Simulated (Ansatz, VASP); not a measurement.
## Two plane-wave programs on AlNi

Contents of INCAR:

```
SYSTEM = AlNi
PREC = Accurate ; ENCUT = 520
EDIFF = 1E-6 ; ISMEAR = 0
SIGMA = 0.1 ; LREAL = .False.
LASPH = .True. ; NELM = 100
ALGO = Normal ; ISIF = 2
LWAVE = .False. ; LCHARG = .True.
GGA = PS ; LELF = .True.
LVHAR = .True. ; NBANDS = 14
```

Contents of KPOINTS:

```
regular mesh
0
Gamma
  14 14 14
  0 0 0
```

The input POSCAR:

```
AlNi
1.0
    2.8810000000      0.0000000000      0.0000000000
    0.0000000000      2.8810000000      0.0000000000
    0.0000000000      0.0000000000      2.8810000000
Al Ni
1 1
Direct
    0.0000000000      0.0000000000      0.0000000000
    0.5000000000      0.5000000000      0.5000000000
```

Input for Ansatz:

```yaml
crystal:
  lattice:
    - [2.881, 0.0, 0.0]
    - [0.0, 2.881, 0.0]
    - [0.0, 0.0, 2.881]
  atoms:
    - { symbol: Al, position: [0.0, 0.0, 0.0] }
    - { symbol: Ni, position: [0.5, 0.5, 0.5] }
basis:
  ecutwfc: 420
kpoints:
  mp_grid: { grid: [14, 14, 14] }
hamiltonian:
  xc: pbesol
scf:
  occupations: { method: gaussian, width: 0.1 }
output:
  forces: true
  stress: true
  eigenvalues: true
  populations: true
```

Alike in both runs: task single point; functional PBEsol; k mesh 14 × 14 × 14; occupations gaussian, width 0.1 eV; no spin polarisation.

```csv
,VASP,Ansatz
version,VASP 6.6.1,Ansatz 0.2.0
potentials or method,"VASP PAW PBE potentials, release 64 (Al, Ni)","scalar-relativistic, plane waves, PAW"
plane-wave cutoff (eV),520,420
valence electrons in the cell,13,21
```

```csv
,VASP,Ansatz,Ansatz less VASP
gap on the k mesh at the Fermi level (eV),none,none,-
pressure (GPa),-3.1,-3.2,-0.12
```

A gap of «none» marks a metal or a gap that the smearing closes. The two sets of potentials don't hold the same shells in valence.

Caveats: the PAW data sets were made with another functional, which shifts forces and pressure a little (VASP). Spin polarisation is off, so any magnetic state and its effect on volume and gap are missing.
